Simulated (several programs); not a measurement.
# Many methods on one cell: Si (C2/m)

An 8-atom cell of Si (C2/m) from a materials database, relaxed with r2SCAN in Ansatz, was computed with several methods. It is monoclinic, C2/m (No. 12); conventional cell a = 13.839 Å, b = 3.851 Å, c = 6.335 Å, β = 96.8°, 20.95 Å³ an atom. Around Si lie 4 Si at 2.34–2.38 Å; around Si lie 4 Si at 2.38–2.42 Å; around Si lie 4 Si at 2.32–2.34 Å; around Si lie 4 Si at 2.32–2.42 Å. Calculated for a static, non-magnetic cell.

```cif
data_structure
_symmetry_space_group_name_H-M 'C2/m'
_symmetry_Int_Tables_number 12
_cell_length_a 13.8393
_cell_length_b 3.8507
_cell_length_c 6.3354
_cell_angle_alpha 90.000
_cell_angle_beta 96.776
_cell_angle_gamma 90.000
_cell_volume 335.26
loop_
_atom_site_label
_atom_site_type_symbol
_atom_site_symmetry_multiplicity
_atom_site_Wyckoff_symbol
_atom_site_fract_x
_atom_site_fract_y
_atom_site_fract_z
_atom_site_occupancy
Si1 Si 4 i 0.05562 0.00000 0.87408 1
Si2 Si 4 i 0.05900 0.50000 0.65354 1
Si3 Si 4 i 0.21283 0.00000 0.05731 1
Si4 Si 4 i 0.22709 0.50000 0.58547 1
```

Gaps and times are for a single point on this cell; volume and bulk modulus come from each method's own relaxation or energy curve at fixed shape, which is too stiff where a cell has free coordinates or axes. Times are rough, from shared hosts (AMD EPYC; Arm Neoverse V2), and each method has its own mesh and cell size. A double dagger marks a value from a curve with shape and coordinates held. A star marks a curve whose lowest point is an end point. PM6 (MOPAC), PM7 (MOPAC), GFN1-xTB (tblite), GFN2-xTB (tblite) treat a cluster of cells at its zone centre, which samples few k points: where these miss a band edge, the gap comes out too large for that reason alone. Gaps from k meshes are read at a limited set of points (mesh, symmetry points, PBE's band edges), so each method's own least gap may be somewhat smaller. Force fields have no electrons; where one was fitted to this phase, its volume and modulus reflect the fit. xTB and the PM methods were fitted mostly to molecules, and can miss a solid's gap by electronvolts. Minimal bases can be far off for gaps. Times of the plane-wave ladder aren't listed, since it ran on unlike processors and cards. GLLB-SC's gap includes the derivative discontinuity. d marks a direct gap, i an indirect one (no mark: not told apart), a dash a value that wasn't computed or didn't pass its checks.

```csv
method,kind,gap (eV),own volume (Å³/atom),bulk modulus (GPa),atoms computed,processor time
Si.sw (LAMMPS),force field,–,21.13,98‡,8,0.09 s
Si.tersoff (LAMMPS),force field,–,20.66,94‡,8,0.09 s
SiC_Erhart-Albe.tersoff (LAMMPS),force field,–,20.99,92‡,8,0.09 s
Si.edip (LAMMPS),force field,–,21.33,–,8,0.1 s
non-self-consistent DFTB (CP2K),tight binding,2.27 d,–,–,8,0.59 s
light PBE (260 eV and a coarse mesh),light plane-wave,0.25 i,21.29‡,85‡,8,2 s
GFN1-xTB (tblite),tight binding,0.27,23.04*‡,80*‡,cluster,5.2 s
GFN2-xTB (tblite),tight binding,1.48,20.42‡,111‡,cluster,7.9 s
PBE/SZV (CP2K),small basis,1.68 i,22.29‡,83‡,8,14 s
PBE,semilocal,0.26 i,21.25,84‡,8,–
PM7 (MOPAC),semi-empirical,6.60,18.89*‡,169*‡,cluster,23 s
PBE/DZVP (CP2K),small basis,0.27 i,21.19‡,85‡,8,33 s
r2SCAN,semilocal,0.41 i,20.95,92‡,8,–
GLLB-SC (GPAW),model potential,0.62,–,–,8,94 s
PM6 (MOPAC),semi-empirical,3.92,–,–,cluster,3.6 min
HSE06,hybrid,0.81 i,–,–,8,–
PBE0,hybrid,1.46 i,–,–,8,–
```

Against HSE06 (0.81 eV) and with closed or daggered gaps left aside, the nearest gap at the points sampled is that of GLLB-SC (GPAW) (-0.19 eV) and the farthest that of PM7 (MOPAC) (+5.79 eV). HSE06 is only a yardstick of convenience, and nearness to it can be luck.

Volumes against r2SCAN's: Si.sw (LAMMPS) +0.8 %, Si.tersoff (LAMMPS) -1.4 %, SiC_Erhart-Albe.tersoff (LAMMPS) +0.2 %, Si.edip (LAMMPS) +1.8 %, PBE +1.4 %.
